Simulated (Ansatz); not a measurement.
**What strain does to AlN (wurtzite)**

Wurtzite AlN, relaxed with r2SCAN in the PAW code Ansatz. The symmetry is P6_3mc (No. 186, hexagonal); conventional cell a = 3.107 Å, c = 4.979 Å, 10.40 Å³ an atom. Al has 4 N at 1.89–1.90 Å; N has 4 Al at 1.89–1.90 Å.

The axes x, y and z are those of this cell:
```yaml
crystal:
  lattice:
    - [3.10669, 0.00000, 0.00000]
    - [-1.55335, 2.69048, 0.00000]
    - [0.00000, 0.00000, 4.97859]
  atoms:
    - { symbol: Al, position: [0.33333, 0.66667, 0.99670] }
    - { symbol: Al, position: [0.66667, 0.33333, 0.49670] }
    - { symbol: N, position: [0.33333, 0.66667, 0.37830] }
    - { symbol: N, position: [0.66667, 0.33333, 0.87830] }
```

Unstrained: With PBE the gap is 4.232 eV and direct, at Γ. r2SCAN gives a direct gap of 4.880 eV at Γ. With HSE06 the gap is 5.599 eV and direct, at Γ. Meshes: PBE 12×12×6, r2SCAN 12×12×6, HSE06 6×6×4. Strains are changes of length per length, and xy shears are angles. After each strain the atoms were relaxed again with r2SCAN within the symmetry that the strain leaves, so tilts or polar shifts that break it weren't tested; points keep the names that they have in the unstrained zone. The values are computed, spin-unpolarised, and not measurements.

Changes of the least gap in eV (an overlap counts as a negative gap):

| strain | volume change (%) | space group | PBE | r2SCAN | HSE06 | energy rise, r2SCAN (meV/atom) |
| --- | --- | --- | --- | --- | --- | --- |
| isotropic +3.0 % on every length | +9.3 | P6_3mc | -0.749 | -0.788 | -0.825 | 51.0 |
| isotropic -1.5 % on every length | -4.4 | P6_3mc | +0.400 | +0.419 | +0.438 | 14.5 |
| uniaxial +3.0 % along x | +3.0 | Cmc2_1 | -0.335 | -0.352 | -0.361 | 11.4 |
| xy shear, engineering strain (angle) +5.0 % | -0.1 | P2_1 | -0.019 | -0.020 | -0.020 | 11.0 |

Isotropic +3.0 % on every length. HSE06: the gap goes from 5.599 to 4.774 eV (-0.825 eV); with r2SCAN the top three valence levels at Γ, grouped 1+2 from the top over 223 meV, become 1+2 over 188 meV. Stress change with r2SCAN, compression positive: xx -16.19, yy -16.19, zz -14.89 GPa. For HSE06, dE_g/d ln V = -9.3 eV over this step.

Isotropic -1.5 % on every length. HSE06: the gap goes from 5.599 to 6.037 eV (+0.438 eV); with r2SCAN the top three valence levels at Γ, grouped 1+2 from the top over 223 meV, become 1+2 over 241 meV. Stress change with r2SCAN, compression positive: xx +10.76, yy +10.76, zz +9.77 GPa. For HSE06, dE_g/d ln V = -9.7 eV over this step.

Uniaxial +3.0 % along x, other directions held. HSE06: the gap goes from 5.599 to 5.238 eV (-0.361 eV). Stress change with r2SCAN, compression positive: xx -11.40, yy -3.90, zz -3.00 GPa.

Xy shear, engineering strain (angle) +5.0 %. HSE06: the gap goes from 5.599 to 5.579 eV (-0.020 eV). Stress change with r2SCAN, compression positive: xx -0.37, yy +0.60, zz -0.21, xy -6.75 GPa.

The meshes of the hybrids are coarse, so their gaps aren't converged to the digits shown.

The splittings at Γ are without spin-orbit coupling, which regroups them where it is of like size or larger.
